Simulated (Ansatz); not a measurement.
The system is TiSi2.

```
Ti Si
1.0
    -1.47287    1.71213    4.21208
     1.47287   -1.71213    4.21208
     1.47287    1.71213   -4.21208
Ti Si
1 2
Direct
  0.00000 0.00000 0.00000
  0.67008 0.67008 0.00000
  0.32992 0.32992 0.00000
```

The cell comes from a database or a generator and needn't be the stable form of this composition.

```yaml
Program: Ansatz 0.2.0
Task: relaxation of cell and atoms
Functional: PBE
Potentials_or_basis: Ansatz PAW
Cutoff: "420 eV (not typed: the program's choice for these potentials)"
k_mesh: 12 × 12 × 12
Occupations: fermi-dirac, width 0.05 eV
Spin: no spin polarisation
Hubbard_terms: Ti d U = 5 eV
```

At the start: volume 14.16 Å³/atom.

Q: How do energy, volume and symmetry change on relaxing?

A: It ends after 8 steps and the volume is 14.71 Å³/atom (+3.8 %); space group Immm (No. 71, to 0.05 Å).

Step by step:
```
step  energy change (eV)  largest force (eV/Å)  volume (Å³)
   1              0.0000                0.2485        42.49
   2             -0.0264                0.1042        44.06
   3             -0.0289                0.0982        44.07
   4             -0.0331                0.0348        43.94
   5             -0.0343                0.0134        44.08
   6             -0.0344                0.0078        44.14
   7             -0.0345                0.0009        44.12
   8             -0.0348                0.0009        44.12
```

Final structure:
```
Ti Si
1.0
    -1.51231    1.68824    4.32017
     1.51231   -1.68824    4.32017
     1.51231    1.68824   -4.32017
Ti Si
1 2
Direct
  0.00000 0.00000 0.00000
  0.67799 0.67799 0.00000
  0.32201 0.32201 0.00000
```

Caveat: the plane-wave basis is chosen anew once the cell has moved, so the energies of steps on either side of that aren't comparable; U without spin polarisation on a metal has little footing; the U is typed as a test and isn't derived for this compound.
